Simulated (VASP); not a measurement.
Write the native input for VASP 6.6.1 that does the following.

```yaml
Task: single point
Functional: PBEsol
Potentials_or_basis: VASP PAW PBE potentials, release 64 (Ti_sv, Si)
Cutoff: 520 eV
k_mesh: 7 × 7 × 7
Occupations: fermi-dirac, width 0.05 eV
Spin: no spin polarisation
Ladder: free
Further_INCAR_settings: ALGO = Normal; EDIFF = 1e-07; NBANDS = 28
```

The structure of Ti3Si lies in POSCAR:

```
Ti3Si
1.0
    0.0000000000      3.1443560000      3.1443560000
    3.1443560000      0.0000000000      3.1443560000
    3.1443560000      3.1443560000      0.0000000000
Ti Si
3 1
Direct
    0.0000000000      0.0000000000      0.0000000000
    0.2500000000      0.2500000000      0.2500000000
    0.7500000000      0.7500000000      0.7500000000
    0.5000000000      0.5000000000      0.5000000000
```

The cell comes from a database or a generator and needn't be the stable form of this composition.

The input as run:

INCAR

```
SYSTEM = Ti3Si
  PREC = Accurate
  ENCUT = 520
  EDIFF = 1E-7
  ISMEAR = -1
  SIGMA = 0.05
  LREAL = .False.
  LASPH = .True.
  NELM = 80
  ALGO = Normal
  ISIF = 2
  LWAVE = .False.
  LCHARG = .False.
  GGA = PS
  NBANDS = 28
```

KPOINTS

```
Automatic mesh
0
Gamma
  7 7 7
  0 0 0
```

Potentials or basis: VASP PAW PBE potentials, release 64 (Ti_sv, Si).

Launch:

```console
$ cat potpaw_PBE.64/Ti_sv/POTCAR potpaw_PBE.64/Si/POTCAR > POTCAR
$ mpirun -np 1 vasp_std > vasp.out
```

It gave:

```yaml
Pressure: -5.0 GPa
Band_gap_on_the_k_mesh: none (metal or under the smearing width)
```

Caveat: the PAW data sets were made with another functional, which shifts forces and pressure a little.

Run time: 34 s on 1 thread of Intel(R) Xeon(R) Platinum 8488C (Sapphire Rapids), with other jobs on the host, peak memory 0.2 GiB.
